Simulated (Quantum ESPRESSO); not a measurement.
# Al2O3 (R-3c) in Quantum ESPRESSO: notebook

One crystal, Al2O3, is run at these levels: LDA, PBE, vdW-DF-cx; tasks: phonons.

Program: Quantum ESPRESSO 7.5. These are calculated values, not measurements. Logs are shortened: lines on timing, memory, paths and dates and some standing lists are left out, and cuts for length are marked.

**The experiment to reproduce.**

From “Multi-petahertz electron interference in Cr:Al2O3 solid-state material”, 2018, pmc:5906618, for a bulk crystal of Al2O3: band gap 8.7 eV (optical).

The results are compared with them further down.

## Step 1: The crystal as given

The structure is trigonal, space group R-3c (No. 167). The conventional cell has a = 4.760 Å, b = 4.760 Å, c = 12.996 Å, α = 90.00°, β = 90.00°, γ = 120.00°. Al (site symmetry 3) is surrounded by 6 O at 1.85 to 1.97 Å. O (site symmetry 2) has 4 Al at 1.85 to 1.97 Å as nearest neighbours.

## Step 2: Phonons, LDA

File pw.in:

```
&CONTROL
  calculation = 'scf'
  prefix = 'pwscf'
  outdir = './tmp'
  pseudo_dir = './pseudo'
  tprnfor = .true.
  tstress = .true.
  disk_io = 'low'
/
&SYSTEM
  ibrav = 0
  celldm(1) = 8
  nat = 10
  ntyp = 2
  ecutwfc = 84
  nbnd = 33
  occupations = 'smearing'
  smearing = 'fd'
  degauss = 0.00146997
/
&ELECTRONS
  conv_thr = 2d-09
  electron_maxstep = 120
  mixing_beta = 0.5
/
ATOMIC_SPECIES
Al    26.9815 Al.upf
O     15.9990 O.upf
CELL_PARAMETERS alat
  0.5622525760176   0.3246166761072   1.0232552010573
 -0.5622525760176   0.3246166761072   1.0232552010573
  0.0000000000000  -0.6492333522380   1.0232552010573
ATOMIC_POSITIONS crystal
Al     0.3521600000    0.3521600000    0.3521600000
Al     0.1478400000    0.1478400000    0.1478400000
Al     0.6478400000    0.6478400000    0.6478400000
Al     0.8521600000    0.8521600000    0.8521600000
O      0.5566800000    0.9433200000    0.2500000000
O      0.2500000000    0.5566800000    0.9433200000
O      0.9433200000    0.2500000000    0.5566800000
O      0.4433200000    0.0566800000    0.7500000000
O      0.7500000000    0.4433200000    0.0566800000
O      0.0566800000    0.7500000000    0.4433200000
K_POINTS automatic
4 4 4 0 0 0
```

File relax.in:

```
&CONTROL
  calculation = 'vc-relax'
  prefix = 'pwscf'
  outdir = './tmp'
  pseudo_dir = './pseudo'
  tprnfor = .true.
  tstress = .true.
  disk_io = 'low'
  nstep = 40
  forc_conv_thr = 0.0001
  etot_conv_thr = 1d-06
/
&SYSTEM
  ibrav = 0
  celldm(1) = 8
  nat = 10
  ntyp = 2
  ecutwfc = 84
  nbnd = 33
  occupations = 'smearing'
  smearing = 'fd'
  degauss = 0.00146997
/
&ELECTRONS
  conv_thr = 2d-09
  electron_maxstep = 120
  mixing_beta = 0.5
/
&IONS
  ion_dynamics = 'bfgs'
/
&CELL
  cell_dynamics = 'bfgs'
  press = 0
  press_conv_thr = 0.2
/
ATOMIC_SPECIES
Al    26.9815 Al.upf
O     15.9990 O.upf
CELL_PARAMETERS alat
  0.5622525760165   0.3246166761117   1.0232552010586
 -0.5622525760165   0.3246166761117   1.0232552010586
 -0.0000000000000  -0.6492333522353   1.0232552010548
ATOMIC_POSITIONS crystal
Al     0.3521600000    0.3521600000    0.3521600000
Al     0.1478400000    0.1478400000    0.1478400000
Al     0.6478400000    0.6478400000    0.6478400000
Al     0.8521600000    0.8521600000    0.8521600000
O      0.5566800000    0.9433200000    0.2500000000
O      0.2500000000    0.5566800000    0.9433200000
O      0.9433200000    0.2500000000    0.5566800000
O      0.4433200000    0.0566800000    0.7500000000
O      0.7500000000    0.4433200000    0.0566800000
O      0.0566800000    0.7500000000    0.4433200000
K_POINTS automatic
4 4 4 0 0 0
```

File scf2.in:

```
&CONTROL
  calculation = 'scf'
  prefix = 'pwscf'
  outdir = './tmp'
  pseudo_dir = './pseudo'
  tprnfor = .true.
  tstress = .true.
  disk_io = 'low'
/
&SYSTEM
  ibrav = 0
  celldm(1) = 8
  nat = 10
  ntyp = 2
  ecutwfc = 84
  nbnd = 33
  occupations = 'fixed'
/
&ELECTRONS
  conv_thr = 1d-13
  electron_maxstep = 120
  mixing_beta = 0.5
  startingpot = 'file'
  startingwfc = 'file'
/
ATOMIC_SPECIES
Al    26.9815 Al.upf
O     15.9990 O.upf
CELL_PARAMETERS alat
  0.5570162669373   0.3215934916592   1.0121599537960
 -0.5570162669373   0.3215934916592   1.0121599537960
  0.0000000000000  -0.6431869833185   1.0121599537960
ATOMIC_POSITIONS crystal
Al     0.3519576640    0.3519576640    0.3519576640
Al     0.1480423360    0.1480423360    0.1480423360
Al     0.6480423360    0.6480423360    0.6480423360
Al     0.8519576640    0.8519576640    0.8519576640
O      0.5557694335    0.9442305665    0.2500000000
O      0.2500000000    0.5557694335    0.9442305665
O      0.9442305665    0.2500000000    0.5557694335
O      0.4442305665    0.0557694335    0.7500000000
O      0.7500000000    0.4442305665    0.0557694335
O      0.0557694335    0.7500000000    0.4442305665
K_POINTS automatic
4 4 4 0 0 0
```

File ph.in:

```
phonons of Al2O3
&INPUTPH
  prefix = 'pwscf'
  outdir = './tmp'
  tr2_ph = 1d-18
  fildyn = 'dyn'
  niter_ph = 90
  alpha_mix(1) = 0.7
  epsil = .true.
/
0.0000000000 0.0000000000 0.0000000000
```

File dynmat.in:

```
&INPUT
  fildyn = 'dyn'
  asr = 'crystal'
  lperm = .true.
  filout = 'dynmat.disp'
  fileig = 'dynmat.eig'
/
```

File dynmat_lo.in:

```
&INPUT
  fildyn = 'dyn'
  asr = 'crystal'
  filout = 'dynmat_lo.disp'
  fileig = 'dynmat_lo.eig'
  q(1) = 0
  q(2) = 0
  q(3) = 1
/
```

Potentials or basis: PseudoDojo 0.4.1 SR LDA standard.

The run is started by

```
OMP_NUM_THREADS=1 mpirun -n 8 pw.x -nk 2 -in pw.in > pw.out
OMP_NUM_THREADS=1 mpirun -n 8 pw.x -nk 2 -in relax.in > relax.out
OMP_NUM_THREADS=1 mpirun -n 8 pw.x -nk 2 -in scf2.in > scf2.out
OMP_NUM_THREADS=1 mpirun -n 8 ph.x -nk 2 -in ph.in > ph.out
OMP_NUM_THREADS=1 mpirun -n 1 dynmat.x -in dynmat.in > dynmat.out
OMP_NUM_THREADS=1 mpirun -n 1 dynmat.x -in dynmat_lo.in > dynmat_lo.out
```

pw.out:

```text
This program is part of the open-source Quantum ESPRESSO suite
     for quantum simulation of materials; please cite
[... 6 lines left out ...]
     using ibrav=0 with symmetry is DISCOURAGED, use correct ibrav instead

     K-points division:     npool     =       2
     Subspace diagonalization in iterative solution of the eigenvalue problem:
     a serial algorithm will be used

     --------------------
     sticks:   dense  smooth     PW     G-vecs:    dense   smooth      PW
     Min         519     519    147                14941    14941    2268
     Max         520     520    148                14942    14942    2269
     Sum        2077    2077    589                59765    59765    9073

     Using Slab Decomposition

     bravais-lattice index     =            0
     lattice parameter (alat)  =       8.0000  a.u.
     unit-cell volume          =     573.7299 (a.u.)^3
     number of atoms/cell      =           10
     number of atomic types    =            2
     number of electrons       =        48.00
     number of Kohn-Sham states=           33
     kinetic-energy cutoff     =      84.0000  Ry
     charge density cutoff     =     336.0000  Ry
     scf convergence threshold =      2.0E-09
     mixing beta               =       0.5000
     number of iterations used =            8  plain     mixing
     Exchange-correlation= SLA  PW   NOGX NOGC
                           (   1   4   0   0   0   0   0)

     celldm(1)=   8.000000  celldm(2)=   0.000000  celldm(3)=   0.000000
     celldm(4)=   0.000000  celldm(5)=   0.000000  celldm(6)=   0.000000

     crystal axes: (cart. coord. in units of alat)
               a(1) = (   0.562253   0.324617   1.023255 )
               a(2) = (  -0.562253   0.324617   1.023255 )
               a(3) = (   0.000000  -0.649233   1.023255 )

     reciprocal axes: (cart. coord. in units 2 pi/alat)
               b(1) = (  0.889280  0.513426  0.325758 )
               b(2) = ( -0.889280  0.513426  0.325758 )
               b(3) = (  0.000000 -1.026852  0.325758 )

     PseudoPot. # 1 for Al read from file:
     Al.upf
     Pseudo is Norm-conserving + core correction, Zval =  3.0
     Generated using ONCVPSP code by D. R. Hamann
     Using radial grid of 1854 points,  6 beta functions with:
                l(1) =   0
                l(2) =   0
                l(3) =   1
                l(4) =   1
                l(5) =   2
                l(6) =   2

     PseudoPot. # 2 for O  read from file:
     O.upf
     Pseudo is Norm-conserving + core correction, Zval =  6.0
     Generated using ONCVPSP code by D. R. Hamann
     Using radial grid of  926 points,  5 beta functions with:
                l(1) =   0
                l(2) =   0
                l(3) =   1
                l(4) =   1
                l(5) =   2

     atomic species   valence    mass     pseudopotential
[... 28 lines left out ...]
        k(    8) = (  -0.0000000   0.0000000   0.2443183), wk =   0.0625000
        k(    9) = (  -0.0000000   0.7701391   0.0000000), wk =   0.1875000
        k(   10) = (  -0.0000000   0.5134261   0.0814394), wk =   0.1875000
        k(   11) = (   0.6669600   0.3850696  -0.2443183), wk =   0.1875000
        k(   12) = (   0.6669600   0.1283565  -0.1628789), wk =   0.1875000
        k(   13) = (   0.0000000   0.0000000  -0.4886367), wk =   0.0312500

     Dense  grid:    59765 G-vectors     FFT dimensions: (  60,  60,  60)

     Initial potential from superposition of free atoms

     starting charge      47.9912, renormalised to      48.0000
     Starting wfcs are   40 randomized atomic wfcs

     Self-consistent Calculation

     iteration #  1     ecut=    84.00 Ry     beta= 0.50
     Davidson diagonalization with overlap
     ethr =  1.00E-02,  avg # of iterations =  4.3

     total energy              =    -217.85694370 Ry
     estimated scf accuracy    <       1.89917094 Ry
[... 50 lines left out ...]
     iteration #  9     ecut=    84.00 Ry     beta= 0.50
     Davidson diagonalization with overlap
     ethr =  2.58E-10,  avg # of iterations =  2.0

     End of self-consistent calculation

          k = 0.0000 0.0000 0.0000 (  7445 PWs)   bands (ev):

   -11.6004  -9.1695  -8.8747  -8.8747  -8.5446  -8.5446   0.3853   1.3992
     1.7512   1.7512   2.8905   2.9740   2.9740   3.9802   4.3546   5.9041
     5.9041   6.0452   6.0452   6.8649   6.8649   7.3110   7.3110   7.3519
    13.5606  16.3601  17.8549  18.7254  18.7254  18.8080  19.5131  19.5131
    19.5245

          k = 0.0000-0.2567 0.0814 (  7447 PWs)   bands (ev):

   -11.2733  -9.4418  -8.9608  -8.9265  -8.6899  -8.5791   0.6611   1.1956
     1.3770   2.2177   2.7120   3.1357   4.4084   4.6466   4.9818   5.2627
     5.5047   5.9082   5.9509   6.0265   6.5928   6.9103   7.2030   7.2431
    14.7810  17.2145  17.3352  17.9255  18.1660  18.4851  19.6659  19.8295
    19.9330

          k =-0.0000 0.5134-0.1629 (  7490 PWs)   bands (ev):

   -10.4109 -10.4109  -8.8942  -8.8942  -8.7606  -8.7606   0.8555   0.8555
     2.1242   2.1242   3.7363   3.7363   3.9134   3.9134   5.1290   5.1290
     5.7925   5.7925   6.0075   6.0075   6.4444   6.4444   7.0844   7.0844
    16.6838  16.6838  16.8441  16.8441  18.9215  18.9215  19.2657  19.2657
    19.9455

          k =-0.2223-0.1284 0.1629 (  7447 PWs)   bands (ev):

   -11.1880  -9.3304  -9.1065  -8.9403  -8.8863  -8.5162   0.9639   1.0971
     1.7665   2.4480   2.5527   3.0831   4.1453   4.7771   5.0175   5.1712
     5.4098   5.6050   5.9186   6.3667   6.3837   6.7646   7.0881   7.1887
    15.0352  17.2834  17.3577  17.8973  18.4155  18.6309  18.9904  19.7499
    20.3139

          k =-0.2223 0.6418-0.0814 (  7475 PWs)   bands (ev):

   -10.5458  -9.8933  -9.2753  -9.0844  -8.9311  -8.5176   1.2227   1.4998
     1.7599   2.4723   3.1649   3.2721   3.9714   4.1590   4.8771   5.1501
     5.6204   5.8921   6.0071   6.1048   6.4144   6.5792   6.9444   7.0048
    16.3085  16.9960  17.1431  17.5907  17.6475  18.2271  18.8699  19.7388
    20.0007
[... 59 lines left out ...]
   -10.5706 -10.5706  -8.7317  -8.7317  -8.7317  -8.7317   1.7066   1.7066
     2.8644   2.8644   2.8644   2.8644   3.2552   3.2552   5.0789   5.0789
     5.3309   5.3309   5.3309   5.3309   6.9722   6.9722   6.9722   6.9722
    15.9357  15.9357  18.1742  18.1742  19.6016  19.6017  19.8792  19.8792
    19.8792

     the Fermi energy is    12.5657 ev

!    total energy              =    -218.40709491 Ry
     estimated scf accuracy    <          2.4E-10 Ry
     smearing contrib. (-TS)   =       0.00000000 Ry
     internal energy E=F+TS    =    -218.40709491 Ry

     The total energy is F=E-TS. E is the sum of the following terms:
     one-electron contribution =     -34.93010598 Ry
     hartree contribution      =      52.59794770 Ry
     xc contribution           =     -59.84499033 Ry
     ewald contribution        =    -176.22994631 Ry

     convergence has been achieved in   9 iterations

     Forces acting on atoms (cartesian axes, Ry/au):

     atom    1 type  1   force =     0.00000000    0.00000000   -0.00211020
     atom    2 type  1   force =    -0.00000000    0.00000000    0.00211020
     atom    3 type  1   force =    -0.00000000   -0.00000000    0.00211020
     atom    4 type  1   force =     0.00000000    0.00000000   -0.00211020
     atom    5 type  2   force =    -0.00522878   -0.00000000   -0.00000000
     atom    6 type  2   force =     0.00261439   -0.00452826   -0.00000000
     atom    7 type  2   force =     0.00261439    0.00452826    0.00000000
     atom    8 type  2   force =     0.00522878    0.00000000    0.00000000
     atom    9 type  2   force =    -0.00261439    0.00452826    0.00000000
     atom   10 type  2   force =    -0.00261439   -0.00452826   -0.00000000

     Total force =     0.013485     Total SCF correction =     0.000007

     Computing stress (Cartesian axis) and pressure

          total   stress  (Ry/bohr**3)                   (kbar)     P=      -72.80
  -0.00049165  -0.00000000   0.00000000          -72.32       -0.00        0.00
  -0.00000000  -0.00049165  -0.00000000           -0.00      -72.32       -0.00
   0.00000000  -0.00000000  -0.00050143            0.00       -0.00      -73.76

=------------------------------------------------------------------------------=
   JOB DONE.
=------------------------------------------------------------------------------=
```

Wall time 11 min (8 MPI ranks of Intel Xeon 6975P-C (Granite Rapids), shared host); peak memory 0.72 GiB.

What came out:

| Property | Result |
| --- | --- |
| Free energy | -2971.6391 eV |
| Relaxed volume | 8.25 Å³/atom |
| Relaxed cell | a = 5.077 Å, b = 5.077 Å, c = 5.077 Å, α = 55.35°, β = 55.35°, γ = 55.35° |
| Space group after relaxing (to 0.05 Å) | R-3c (No. 167) |
| Pressure after relaxing | 0.0 GPa |
| Band gap on the k mesh | 6.59 eV, direct |
| Electronic dielectric tensor (diagonal) | 3.20, 3.20, 3.16 |
| Born charges (mean of the diagonal) | Al +2.93; O -1.95 e |
| Highest phonon frequency at Γ, LO-TO splitting left out | 759 cm⁻¹ |
| Static dielectric tensor (diagonal) | 9.10, 9.10, 10.97 |

The path:
| step | energy change (eV) | largest force (eV/Å) | pressure (GPa) | volume (Å³) |
| --- | --- | --- | --- | --- |
| 1 | 0.0000 | 0.1344 | -7.28 | 85.02 |
| 2 | -0.0554 | 0.0492 | 2.04 | 81.90 |
| 3 | -0.0598 | 0.0273 | -0.06 | 82.55 |
| 4 | -0.0599 | 0.0125 | -0.02 | 82.54 |
| 5 | -0.0599 | 0.0007 | 0.00 | 82.54 |
| 6 | -0.0599 | 0.0001 | 0.00 | 82.54 |

Final structure:
```
Al O
1.0
     2.35808    1.36144    4.28490
    -2.35808    1.36144    4.28490
     0.00000   -2.72288    4.28490
Al O
4 6
Direct
  0.35196 0.35196 0.35196
  0.14804 0.14804 0.14804
  0.64804 0.64804 0.64804
  0.85196 0.85196 0.85196
  0.55577 0.94423 0.25000
  0.25000 0.55577 0.94423
  0.94423 0.25000 0.55577
  0.44423 0.05577 0.75000
  0.75000 0.44423 0.05577
  0.05577 0.75000 0.44423
```

Levels at points of the mesh, in eV from the valence-band top:
```csv
k point,band 20,band 21,band 22,band 23,band 24,band 25,band 26,band 27,band 28,band 29
"(0.00, 0.00, 0.00)",-0.52,-0.52,-0.04,-0.04,0.00,6.59,9.21,10.91,11.66,11.67
"(0.00, 0.00, -0.50)",-1.36,-0.94,-0.94,-0.29,-0.29,9.58,9.58,9.89,9.89,11.72
"(0.00, -0.50, -0.50)",-1.35,-1.06,-0.95,-0.78,-0.26,9.54,9.99,10.08,10.60,11.19
"(-0.50, -0.50, -0.50)",-2.09,-0.39,-0.39,-0.39,-0.39,8.89,8.89,11.12,11.12,12.66
```

Phonon frequencies in cm⁻¹ (negative: imaginary):
```tsv
q point	frequencies
(0.000, 0.000, 0.000)	-2 -2 -1 314 378 378 392 392 400 422 439 439 443 443 449 449 532 579 579 582 582 592 604 639 639 651 696 755 759 759
```

Electronic dielectric tensor:
```
3.20 0.00 0.00
0.00 3.20 0.00
0.00 0.00 3.16
```

Born effective charge tensors (e):
atom 1, Al
```
 2.94 -0.03  0.00
 0.03  2.94  0.00
 0.00  0.00  2.91
```
atom 2, Al
```
 2.94  0.03  0.00
-0.03  2.94  0.00
 0.00  0.00  2.91
```
atom 3, Al
```
 2.94 -0.03  0.00
 0.03  2.94  0.00
 0.00  0.00  2.91
```
atom 4, Al
```
 2.94  0.03  0.00
-0.03  2.94  0.00
 0.00  0.00  2.91
```
atom 5, O
```
-2.06  0.00  0.00
 0.00 -1.86  0.24
 0.00  0.33 -1.94
```
atom 6, O
```
-1.91  0.09 -0.21
 0.09 -2.01 -0.12
-0.29 -0.17 -1.94
```
atom 7, O
```
-1.91 -0.09  0.21
-0.09 -2.01 -0.12
 0.29 -0.17 -1.94
```
atom 8, O
```
-2.06  0.00  0.00
 0.00 -1.86  0.24
 0.00  0.33 -1.94
```
atom 9, O
```
-1.91  0.09 -0.21
 0.09 -2.01 -0.12
-0.29 -0.17 -1.94
```
atom 10, O
```
-1.91 -0.09  0.21
-0.09 -2.01 -0.12
 0.29 -0.17 -1.94
```

Optical modes at Γ, degenerate ones joined, polar ones without the macroscopic field:
| cm⁻¹ | components | symmetry | active in | IR intensity, summed ((D/Å)²/amu) |
| --- | --- | --- | --- | --- |
| 314 | 1 | A2g | silent | 0.00 |
| 378 | 2 | Eg | Raman | 0.00 |
| 392 | 2 | Eu | IR | 3.28 |
| 400 | 1 | A2u | IR | 36.58 |
| 422 | 1 | A1g | Raman | 0.00 |
| 439 | 2 | Eg | Raman | 0.00 |
| 443 | 2 | Eu | IR | 36.08 |
| 449 | 2 | Eg | Raman | 0.00 |
| 532 | 1 | A2g | silent | 0.00 |
| 579 | 2 | Eg | Raman | 0.00 |
| 582 | 2 | Eu | IR | 78.40 |
| 592 | 1 | A2u | IR | 25.80 |
| 604 | 1 | A1u | silent | 0.00 |
| 639 | 2 | Eu | IR | 8.21 |
| 651 | 1 | A1g | Raman | 0.00 |
| 696 | 1 | A1u | silent | 0.00 |
| 755 | 1 | A2g | silent | 0.00 |
| 759 | 2 | Eg | Raman | 0.00 |

Zone-centre frequencies without and with the macroscopic field along z (cm⁻¹):
```csv
,optical modes in rising order
without,314 378 378 392 392 400 422 439 439 443 443 449 449 532 579 579 582 582 592 604 639 639 651 696 755 759 759
with the field,314 378 378 392 392 422 439 439 443 443 449 449 504 532 579 579 582 582 604 639 639 651 696 755 759 759 876
```

Static dielectric tensor, electrons and zone-centre modes:
```
 9.10  0.00  0.00
 0.00  9.10  0.00
 0.00  0.00 10.97
```

Caveat: on a mesh that holds Γ this program's dielectric tensor can be off by some percent beyond the error of the mesh.

[end of part 1 of 4]
